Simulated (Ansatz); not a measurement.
# Pd (Im-3m) in Ansatz: settings compared

One crystal, Pd, is run at these levels: revPBE+D4, BLYP+D3(BJ); tasks: relaxation of cell and atoms.

Program: Ansatz 0.2.0. These are calculated values, not measurements. Logs are shortened: lines on timing, memory, paths and dates and some standing lists are left out, and cuts for length are marked.

## (1) The crystal as given

It takes space group Im-3m (No. 229, cubic). The conventional cell has a = 3.145 Å, b = 3.145 Å, c = 3.145 Å, α = 90.00°, β = 90.00°, γ = 90.00°. Pd (site symmetry m-3m) has 8 Pd at 2.72 Å as nearest neighbours.

This isn't the form of Pd at room conditions, which is fcc.

## (2) Relaxation of cell and atoms, revPBE+D4

The input, input.yaml:

```yaml
crystal:
  lattice:
    - [-1.572281, 1.572281, 1.572281]
    - [1.572281, -1.572281, 1.572281]
    - [1.572281, 1.572281, -1.572281]
  atoms:
    - { symbol: Pd, position: [0.0, 0.0, 0.0] }
hamiltonian:
  xc: revpbe
  pseudopotentials: { kind: paw }
  dispersion: d4
kpoints:
  mp_grid: { grid: [12, 12, 12] }
scf:
  occupations: { method: fermi_dirac, width: 0.05 }
output:
  forces: true
  stress: true
  eigenvalues: true
relax:
  f_tol: 0.01
  max_steps: 40
  cell: { stress_tol: 0.05 }
```

Potentials or basis: Ansatz PAW.

Run with:

```sh
$ ansatz run input.yaml --threads 2 --pin off --max-ram 5632MiB --backend cpu --events-out ev --progress --plain --runs-dir out
```

Standard output:

```text
Warning: RAYON_NUM_THREADS=2 ignored (pool sized by the plan → 2); use --threads N
Engine: ansatz 0.2.0, aarch64-unknown-linux-gnu
Pseudopotentials: kind: paw
Pseudopotential: Pd, paw, valence charge 18, recommended cutoff 420 eV (normal), Pd.paw.azcp
Functional definition: revPBE
  parameter kappa = 1.245
  parameter beta = 0.06672455060314922
  exchange = pbe_x(kappa = kappa, mu = beta*pi^2/3)
  correlation = pbe_c(beta = beta)
Crystal: 1 atoms, lattice volume = 15.547 Å³
Basis set: ecut = 420 eV, 321 PW (Γ), exchange–correlation on 40×40×40 points (8 copies of the dense FFT grid, shifted against one another)
Bands: 13, of which v1, the nominal top of the filled ones, is band 9 counted from 1 (8 counted from 0)
Symmetry: 48 space group operations
Space group: Im-3m (ITA 229), of the structure as read, at distance tolerance 2.5e-5 Å
k-points: 72 of 1728
Non-local potential: Pd, projectors of the file, l = 0: 2, l = 1: 2, l = 2: 2, l = 3: 1
PAW form: soft (Blöchl's): semilocal exchange-correlation on the pseudo side does not see the compensation charge
PAW frozen core: Pd, regenerated for the run's functional, and the local potential with it (the file was generated under x = pbe(κ = 0.804, μ = 0.2195149727645171), c = pbe(β = 0.06672455060314922))
PAW one-centre angular grid: Pd, 590 points (default); XC on 64 Gauss nodes
Initial density: superposition of atomic densities (neutral atoms: chi_scale 0, normalization atom), corrected by the library's trained network
Initial wavefunctions: pseudopotential atomic-orbital guess
Functional: x = revpbe(κ = 1.245, μ = 0.2195149727645171), c = pbe(β = 0.06672455060314922)
SCF iter   1: F=—  HF=-6979.094615 eV  |F-HF|=—  |Δ(HF+E_count)|=         —  Δρ=8.03e-3  dr2=7.30e-3  ethr=1.77e-3  ⟨swp⟩=5.3  Hψ=5346  notcnv=0
preconditioner: auto → none  [metal: Δε(μ)=0.062 eV  Ē_g=13.750 eV  σ=0.050 eV  W_gap=0.28  n_scr=0 (ndim 8)  ℏωp=29.8 eV  f_vac=0.000  D(μ)=1.26/eV (n_scr^D=12)]
SCF iter   2: F=—  HF=-6979.093411 eV  |F-HF|=—  |Δ(HF+E_count)|=   1.20e-3  Δρ=4.03e-3  dr2=1.64e-3  ethr=4.06e-5  ⟨swp⟩=2.5  Hψ=2214  notcnv=0
SCF iter   3: F=—  HF=-6979.092988 eV  |F-HF|=—  |Δ(HF+E_count)|=   4.24e-4  Δρ=1.56e-3  dr2=7.08e-5  ethr=9.12e-6  ⟨swp⟩=2.2  Hψ=1311  notcnv=0
SCF iter   4: F=—  HF=-6979.093043 eV  |F-HF|=—  |Δ(HF+E_count)|=   5.49e-5  Δρ=1.33e-4  dr2=5.05e-7  ethr=3.94e-7  ⟨swp⟩=2.4  Hψ=1316  notcnv=0
iter 5 did not close the SCF: its close was put off for the readings that it lacked (scf_convergence_deferred on its scf_iter line)
SCF iter   5: F=-6979.093044 eV  HF=-6979.093044 eV  |F-HF|=6.05e-9  |Δ(HF+E_count)|=   1.28e-6  Δρ=1.10e-5  dr2=6.31e-9  ethr=2.81e-9  ⟨swp⟩=2.1  Hψ=1491  notcnv=0
SCF iter   6: F=-6979.093044 eV  HF=-6979.093044 eV  |F-HF|=1.27e-11  |Δ(HF+E_count)|=   7.05e-9  Δρ=7.82e-7  dr2=2.78e-11  ethr=3.50e-11  ⟨swp⟩=2.0  Hψ=2853  notcnv=0
SCF 1 converged in 6 iterations: F = -6979.093044 eV  dr2 = 2.78e-11
relax step   1: F+E_penalty+E_count = -6979.09304407 eV  Δ(F+E_penalty+E_count) = +0.000e0 eV  max|allowed force component| = 0.000e0 eV/Å  Δτ_max = 0.0000 Å  P = -5.735 GPa  Ω = 15.547 Å³  (6 SCF iters, dr2 threshold 1.00e-7 eV, accepted)
Crystal: 1 atoms, lattice volume = 14.597 Å³
Initial density: handed on by an earlier stage of this run
Initial wavefunctions: those handed on with the density
iter 1 solved again at ethr=2.44e-5 eV; its pass at ethr=3.10e-3 eV (dr2=4.39e-3 eV) is discarded
SCF iter   1: F=—  HF=-6979.097972 eV  |F-HF|=—  |Δ(HF+E_count)|=         —  Δρ=5.99e-3  dr2=4.36e-3  ethr=2.44e-5  ⟨swp⟩=1.0  Hψ=6812  notcnv=0
preconditioner: auto → none  [metal: Δε(μ)=0.013 eV  Ē_g=14.336 eV  σ=0.050 eV  W_gap=0.06  n_scr=0 (ndim 8)  ℏωp=30.7 eV  f_vac=0.000  D(μ)=1.10/eV (n_scr^D=12)]
SCF iter   2: F=—  HF=-6979.097368 eV  |F-HF|=—  |Δ(HF+E_count)|=   6.04e-4  Δρ=3.43e-3  dr2=7.30e-4  ethr=2.42e-5  ⟨swp⟩=2.0  Hψ=1398  notcnv=0
SCF iter   3: F=—  HF=-6979.097229 eV  |F-HF|=—  |Δ(HF+E_count)|=   1.38e-4  Δρ=1.36e-3  dr2=1.38e-4  ethr=4.05e-6  ⟨swp⟩=2.2  Hψ=1348  notcnv=0
SCF iter   4: F=—  HF=-6979.097231 eV  |F-HF|=—  |Δ(HF+E_count)|=   1.62e-6  Δρ=4.76e-4  dr2=1.66e-5  ethr=7.65e-7  ⟨swp⟩=1.0  Hψ=936  notcnv=0
SCF iter   5: F=—  HF=-6979.097234 eV  |F-HF|=—  |Δ(HF+E_count)|=   3.32e-6  Δρ=8.53e-5  dr2=5.11e-7  ethr=9.24e-8  ⟨swp⟩=1.1  Hψ=962  notcnv=0
SCF iter   6: F=-6979.097235 eV  HF=-6979.097235 eV  |F-HF|=9.73e-10  |Δ(HF+E_count)|=   9.40e-8  Δρ=7.99e-6  dr2=3.90e-9  ethr=5.56e-10  ⟨swp⟩=4.3  Hψ=3272  notcnv=0
SCF 2 converged in 6 iterations: F = -6979.097235 eV  dr2 = 3.90e-9
relax step   2: F+E_penalty+E_count = -6979.09723453 eV  Δ(F+E_penalty+E_count) = -4.190e-3 eV  max|allowed force component| = 0.000e0 eV/Å  Δτ_max = 0.0000 Å  P = +5.217 GPa  Ω = 14.597 Å³  energy of the carried Pulay correction = +4.188e-4 eV  (6 SCF iters, dr2 threshold 1.00e-7 eV, accepted)
Crystal: 1 atoms, lattice volume = 15.035 Å³
iter 1 solved again at ethr=4.27e-6 eV; its pass at ethr=3.10e-3 eV (dr2=7.68e-4 eV) is discarded
SCF iter   1: F=—  HF=-6979.103520 eV  |F-HF|=—  |Δ(HF+E_count)|=         —  Δρ=2.73e-3  dr2=9.31e-4  ethr=4.27e-6  ⟨swp⟩=1.8  Hψ=6396  notcnv=0
preconditioner: auto → none  [metal: Δε(μ)=0.085 eV  Ē_g=14.068 eV  σ=0.050 eV  W_gap=0.36  n_scr=0 (ndim 8)  ℏωp=30.3 eV  f_vac=0.000  D(μ)=1.17/eV (n_scr^D=12)]
SCF iter   2: F=—  HF=-6979.103408 eV  |F-HF|=—  |Δ(HF+E_count)|=   1.13e-4  Δρ=1.61e-3  dr2=1.67e-4  ethr=4.27e-6  ⟨swp⟩=2.0  Hψ=1280  notcnv=0
SCF iter   3: F=—  HF=-6979.103375 eV  |F-HF|=—  |Δ(HF+E_count)|=   3.28e-5  Δρ=6.31e-4  dr2=3.32e-5  ethr=9.29e-7  ⟨swp⟩=2.2  Hψ=1345  notcnv=0
SCF iter   4: F=—  HF=-6979.103382 eV  |F-HF|=—  |Δ(HF+E_count)|=   6.76e-6  Δρ=2.63e-4  dr2=5.66e-6  ethr=1.85e-7  ⟨swp⟩=1.0  Hψ=936  notcnv=0
SCF iter   5: F=—  HF=-6979.103382 eV  |F-HF|=—  |Δ(HF+E_count)|=   4.12e-7  Δρ=5.50e-5  dr2=2.43e-7  ethr=3.14e-8  ⟨swp⟩=1.0  Hψ=938  notcnv=0
SCF iter   6: F=-6979.103382 eV  HF=-6979.103382 eV  |F-HF|=4.17e-10  |Δ(HF+E_count)|=   3.35e-8  Δρ=5.92e-6  dr2=2.44e-9  ethr=5.56e-10  ⟨swp⟩=3.9  Hψ=2684  notcnv=0
SCF 3 converged in 6 iterations: F = -6979.103382 eV  dr2 = 2.44e-9
relax step   3: F+E_penalty+E_count = -6979.10338217 eV  Δ(F+E_penalty+E_count) = -6.148e-3 eV  max|allowed force component| = 0.000e0 eV/Å  Δτ_max = 0.0000 Å  P = -0.393 GPa  Ω = 15.035 Å³  energy of the carried Pulay correction = +2.226e-4 eV  (6 SCF iters, dr2 threshold 1.00e-7 eV, accepted)
Crystal: 1 atoms, lattice volume = 15.002 Å³
iter 1 solved again at ethr=2.40e-8 eV; its pass at ethr=3.10e-3 eV (dr2=4.33e-6 eV) is discarded
SCF iter   1: F=—  HF=-6979.103440 eV  |F-HF|=—  |Δ(HF+E_count)|=         —  Δρ=2.04e-4  dr2=5.36e-6  ethr=2.40e-8  ⟨swp⟩=2.1  Hψ=6160  notcnv=0
preconditioner: auto → none  [metal: Δε(μ)=0.090 eV  Ē_g=14.080 eV  σ=0.050 eV  W_gap=0.38  n_scr=0 (ndim 8)  ℏωp=30.3 eV  f_vac=0.000  D(μ)=1.17/eV (n_scr^D=12)]
SCF iter   2: F=—  HF=-6979.103438 eV  |F-HF|=—  |Δ(HF+E_count)|=   1.38e-6  Δρ=1.21e-4  dr2=9.66e-7  ethr=2.40e-8  ⟨swp⟩=2.0  Hψ=1283  notcnv=0
SCF iter   3: F=—  HF=-6979.103438 eV  |F-HF|=—  |Δ(HF+E_count)|=   1.90e-7  Δρ=4.70e-5  dr2=1.74e-7  ethr=5.37e-9  ⟨swp⟩=2.3  Hψ=1377  notcnv=0
SCF iter   4: F=-6979.103438 eV  HF=-6979.103438 eV  |F-HF|=1.36e-10  |Δ(HF+E_count)|=   7.55e-9  Δρ=1.46e-5  dr2=1.64e-8  ethr=5.56e-10  ⟨swp⟩=3.0  Hψ=2530  notcnv=0
SCF 4 converged in 4 iterations: F = -6979.103438 eV  dr2 = 1.64e-8
relax step   4: F+E_penalty+E_count = -6979.10343801 eV  Δ(F+E_penalty+E_count) = -5.583e-5 eV  max|allowed force component| = 0.000e0 eV/Å  Δτ_max = 0.0000 Å  P = -0.005 GPa  Ω = 15.002 Å³  energy of the carried Pulay correction = +2.372e-4 eV  (4 SCF iters, dr2 threshold 1.00e-7 eV, accepted)
Basis set: ecut = 420 eV, 321 PW (Γ), exchange–correlation on 36×36×36 points (8 copies of the dense FFT grid, shifted against one another)
Initial wavefunctions: pseudopotential atomic-orbital guess (no wavefunctions were taken with the density)
iter 1 solved again at ethr=1.52e-9 eV; its pass at ethr=3.10e-3 eV (dr2=2.74e-7 eV) is discarded
SCF iter   1: F=—  HF=-6979.103137 eV  |F-HF|=—  |Δ(HF+E_count)|=         —  Δρ=1.16e-4  dr2=3.91e-7  ethr=1.52e-9  ⟨swp⟩=3.3  Hψ=8127  notcnv=0
preconditioner: auto → none  [metal: Δε(μ)=0.090 eV  Ē_g=14.081 eV  σ=0.050 eV  W_gap=0.38  n_scr=0 (ndim 8)  ℏωp=30.3 eV  f_vac=0.000  D(μ)=1.17/eV (n_scr^D=12)]
SCF iter   2: F=—  HF=-6979.103137 eV  |F-HF|=—  |Δ(HF+E_count)|=   1.63e-7  Δρ=5.37e-5  dr2=1.12e-7  ethr=1.52e-9  ⟨swp⟩=2.0  Hψ=1518  notcnv=0
SCF iter   3: F=—  HF=-6979.103137 eV  |F-HF|=—  |Δ(HF+E_count)|=   4.26e-8  Δρ=2.63e-5  dr2=8.47e-8  ethr=6.20e-10  ⟨swp⟩=2.0  Hψ=1294  notcnv=0
SCF iter   4: F=—  HF=-6979.103137 eV  |F-HF|=—  |Δ(HF+E_count)|=   2.21e-8  Δρ=3.52e-6  dr2=4.66e-10  ethr=4.70e-10  ⟨swp⟩=2.1  Hψ=1309  notcnv=0
SCF iter   5: F=-6979.103137 eV  HF=-6979.103137 eV  |F-HF|=5.46e-12  |Δ(HF+E_count)|=   1.04e-9  Δρ=2.09e-7  dr2=3.15e-12  ethr=1.00e-12  ⟨swp⟩=3.5  Hψ=4057  notcnv=0
SCF 5 converged in 5 iterations: F = -6979.103137 eV  dr2 = 3.15e-12
relax step   5: F+E_penalty+E_count = -6979.10313710 eV  Δ(F+E_penalty+E_count) = +3.009e-4 eV  max|allowed force component| = 0.000e0 eV/Å  Δτ_max = 0.0000 Å  P = +0.028 GPa  Ω = 15.002 Å³  stress off target by 2.76e-2 GPa  SCF on the basis re-selected at this cell (its energy is not comparable with the rows above)  (5 SCF iters)
basis re-selected at this cell: Δ(F+E_penalty+E_count) = +3.009e-4 eV, ΔP = +0.033 GPa vs the last step (what re-selecting the basis moved, of the pressure what is left beyond the Pulay correction that the steps carried, after the strain that the cell walked since its last selection, with what the two solves' SCF thresholds leave and, on support functions, any second-order correction that the steps lacked; it is no measure of the basis error at this ecutwfc). The dense FFT grid was sized anew with the basis: this SCF ran on 18×18×18 points, the steps before it on 20×20×20, so part of this shift can come from that change (see relax.cell in the input reference). This SCF's stress stands 2.76e-2 GPa from its target on what of the cell is left free (relax.cell.stress_tol is 5.00e-2 GPa) and its largest allowed force component is 0.00e0 eV/Å (relax.f_tol is 1.00e-2 eV/Å): within both
SCF converged after 5 iterations
Free energy (F): -6979.103137 eV
Harris-Foulkes:  -6979.103137 eV  (|F-HF|=5.46e-12)
Internal energy: -6979.093383 eV  (E = F + TS)
E sigma→0 (E₀):  -6979.098260 eV
Entropy (-TS):   -0.009754 eV (-9.754 meV/atom)
Fermi energy:    19.424711 eV
--- Per-component energies (eV) ---
  E_band       = -141.469855
  E_kinetic    = 514.182769
  E_local      = -1773.286767  (includes V_loc(G=0)·N_el)
  E_nonlocal   = 216.700252
  E_hartree    = 720.960863
  E_xc         = -168.913147
  E_vxc        = -211.710805  (∫ρ·V_xc dr)
  E_paw        = -3755.820079  (= ΣΔE_a)
  E_vpaw       = -329.277341  (= ΣTr[D̂ρ^β])
  E_aug_tail   = 0.000226  (compensation charges beyond the density's cutoff)
  E_ewald      = -2732.028263
  E_disp       = -0.811076  (pairwise vdW)
  E_core_change = -0.078162  (= ΣΔE_core)
  E_smearing   = -0.009754  (= −TS)
  E_closure    = 0.000000  (closes the sum)
  Σ components = -6979.103137   (vs F -6979.103137, Δ=0.00e0)
--- Forces (eV/Å), atoms counted from 1 ---
  atom   1  Pd     0.00000000    -0.00000000    -0.00000000
  max |Σ_I F_I| component: 1.44e-31 eV/Å
--- Stress (GPa, compression-positive) ---
        0.027609      -0.000000      -0.000000
       -0.000000       0.027609       0.000000
       -0.000000       0.000000       0.027609
  P = ⅓ Tr σ = 0.0276 GPa (0.276 kbar)
--- Band table (eV; the first three rows and the last of 72) ---
  k-point 0: bands = ["-64.5923", "-30.1061", "-30.1061", "-30.1061", "12.4636", "16.5599", "16.5599", "16.5599", "18.4970", "18.4970", "38.6030", "38.6030", "38.6030"]
  k-point 1: bands = ["-64.5886", "-30.1331", "-30.1154", "-30.1060", "12.7254", "16.4725", "16.5631", "16.7450", "18.3976", "18.5037", "38.4419", "38.6317", "38.9150"]
  k-point 2: bands = ["-64.5785", "-30.2066", "-30.1408", "-30.1056", "13.4355", "16.2411", "16.5775", "17.2755", "18.2226", "18.5282", "37.3543", "38.2806", "39.7824"]
  k-point 71: bands = ["-64.4943", "-30.3986", "-30.3986", "-30.3986", "14.3272", "14.3272", "19.6555", "19.6555", "19.6555", "28.6681", "28.6681", "28.6681", "36.8574"]
--- Relaxed structure (4 steps of the walk, 4 accepted, 1 SCFs on fresh bases) ---
  F+E_penalty+E_count = -6979.10313710 eV   max|allowed force component| = 0.000e0 eV/Å   (the final SCF, on the basis selected at the relaxed cell)
  cell:  # Å, volume = 15.0018 Å³
    - [-1.5536798972880261, 1.5536798972880261, 1.5536798972880261]
    - [1.5536798972880261, -1.5536798972880261, 1.5536798972880261]
    - [1.5536798972880261, 1.5536798972880261, -1.5536798972880261]
  atoms:
    - { symbol: Pd, position: [0.0, 0.0, 0.0] }
```

It took 4.2 s on 2 threads of Arm Neoverse V1, shared host; peak memory 0.27 GiB.

Results:

* Free energy: -6979.1031 eV
* Relaxed volume: 15.00 Å³/atom
* Relaxed cell: a = 2.691 Å, b = 2.691 Å, c = 2.691 Å, α = 109.47°, β = 109.47°, γ = 109.47°
* Space group after relaxing (to 0.05 Å): Im-3m (No. 229)
* Energy gained by relaxing: 10.1 meV/atom
* Ionic steps: 5
* Pressure after relaxing: 0.0 GPa
* Band gap on the k mesh: none (metal or under the smearing width)

The path:
| step | energy change (eV) | largest force (eV/Å) | volume (Å³) |
| --- | --- | --- | --- |
| 1 | 0.0000 | 0.0000 | 15.55 |
| 2 | -0.0042 | 0.0000 | 14.60 |
| 3 | -0.0103 | 0.0000 | 15.03 |
| 4 | -0.0104 | 0.0000 | 15.00 |
| 5 | -0.0101 | 0.0000 | 15.00 |

Final structure:
```
Pd
1.0
    -1.55368    1.55368    1.55368
     1.55368   -1.55368    1.55368
     1.55368    1.55368   -1.55368
Pd
1
Direct
  0.00000 0.00000 0.00000
```

Caveat: the plane-wave basis is chosen anew once the cell has moved, so the energies of steps on either side of that aren't comparable; pairwise dispersion overbinds metals, which lowers pressure and volume; the PAW data sets come from PBE, with cores solved anew for the run's functional, which leaves a small shift of forces and pressure.

## (3) Relaxation of cell and atoms, BLYP+D3(BJ)

input.yaml, as its differences from that of step 2:

```diff
@@ -8,5 +8,5 @@
 hamiltonian:
-  xc: revpbe
+  xc: blyp
   pseudopotentials: { kind: paw }
-  dispersion: d4
+  dispersion: d3bj
 kpoints:
@@ -19,2 +19,6 @@
   eigenvalues: true
+  write_density: true
+  write_potential: true
+  elf: true
+  volumetric_format: npy
 relax:
```

Potentials or basis: Ansatz PAW.

Run with:

```sh
$ ansatz run input.yaml --threads 2 --pin off --max-ram 5632MiB --backend cpu --events-out ev --progress --plain --runs-dir out
```

Wall time 3.5 s (2 threads of Arm Neoverse V1, shared host); peak memory 0.28 GiB.

Results (log left out):

| Property | Result |
| --- | --- |
| Free energy | -6989.0008 eV |
| Relaxed volume | 14.91 Å³/atom |
| Relaxed cell | a = 2.686 Å, b = 2.686 Å, c = 2.686 Å, α = 109.47°, β = 109.47°, γ = 109.47° |
| Space group after relaxing (to 0.05 Å) | Im-3m (No. 229) |
| Energy gained by relaxing | 14.1 meV/atom |
| Ionic steps | 5 |
| Pressure after relaxing | 0.0 GPa |
| Band gap on the k mesh | none (metal or under the smearing width) |

The path:
| step | energy change (eV) | largest force (eV/Å) | volume (Å³) |
| --- | --- | --- | --- |
| 1 | 0.0000 | 0.0000 | 15.55 |
| 2 | -0.0047 | 0.0000 | 14.42 |
| 3 | -0.0142 | 0.0000 | 14.96 |
| 4 | -0.0143 | 0.0000 | 14.91 |
| 5 | -0.0141 | 0.0000 | 14.91 |

Final structure:
```xyz
1
Lattice="-1.5506 1.5506 1.5506 1.5506 -1.5506 1.5506 1.5506 1.5506 -1.5506" Properties=species:S:1:pos:R:3 pbc="T T T"
Pd    0.0000    0.0000    0.0000
```

Levels at points of the mesh, in eV from the Fermi level:
| k point | band 7 | band 8 | band 9 | band 10 | band 11 | band 12 |
| --- | --- | --- | --- | --- | --- | --- |
| (0.00, 0.00, 0.00) | -2.92 | -2.92 | -0.96 | -0.96 | 19.46 | 19.46 |
| (0.00, 0.00, -0.50) | -1.03 | -0.73 | 0.61 | 1.68 | 7.88 | 15.32 |
| (-0.50, -0.50, -0.50) | 0.23 | 0.23 | 0.23 | 9.34 | 9.34 | 9.34 |

Caveat: the plane-wave basis is chosen anew once the cell has moved, so the energies of steps on either side of that aren't comparable; pairwise dispersion overbinds metals, which lowers pressure and volume; the PAW data sets come from PBE, with cores solved anew for the run's functional, which leaves a small shift of forces and pressure.
